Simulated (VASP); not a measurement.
Wanted: the native input for a VASP 6.6.1 run.

```yaml
Task: single point
Functional: PBEsol
Potentials_or_basis: VASP PAW PBE potentials, release 64 (Re)
Cutoff: 520 eV
k_mesh: 15 × 15 × 15
Occupations: fermi-dirac, width 0.0116 eV
Spin: no spin polarisation
Dipole_correction: no
Further_INCAR_settings: ALGO = Normal; EDIFF = 1e-07; NBANDS = 10
```

The structure of Re lies in POSCAR:

```
Re
1.0
    0.0000000000      1.9704720000      1.9704720000
    1.9704720000      0.0000000000      1.9704720000
    1.9704720000      1.9704720000      0.0000000000
Re
1
Direct
    0.0000000000      0.0000000000      0.0000000000
```

The cell was built by a generator and needn't be a form met in nature.

One way to write it, as run:

INCAR

```
  ALGO = Normal
  EDIFF = 1E-7
  ENCUT = 520
  GGA = PS
  ISIF = 2
  ISMEAR = -1
  LASPH = T
  LCHARG = T
  LELF = T
  LREAL = F
  LVHAR = T
  LWAVE = F
  NBANDS = 10
  NELM = 60
  PREC = Accurate
  SIGMA = 0.0116
```

KPOINTS

```
k-points
0
Gamma
  15 15 15
```

Potentials or basis: VASP PAW PBE potentials, release 64 (Re).

Run with:

```console
$ cat potpaw_PBE.64/Re/POTCAR > POTCAR
$ mpirun -np 1 vasp_std > vasp.out
```

Results of the run:

```
Pressure               : -16.9 GPa
Band gap on the k mesh : none (metal or under the smearing width)
```

Caveat: so large a pressure means that the cell lies far from this level's equilibrium, or that cutoff or potentials fall short; the potentials were made for another functional, which shifts forces and pressure.

It took 18 s on 1 thread of Intel(R) Xeon(R) Platinum 8488C (Sapphire Rapids), with other jobs on the host, peak memory 0.15 GiB.
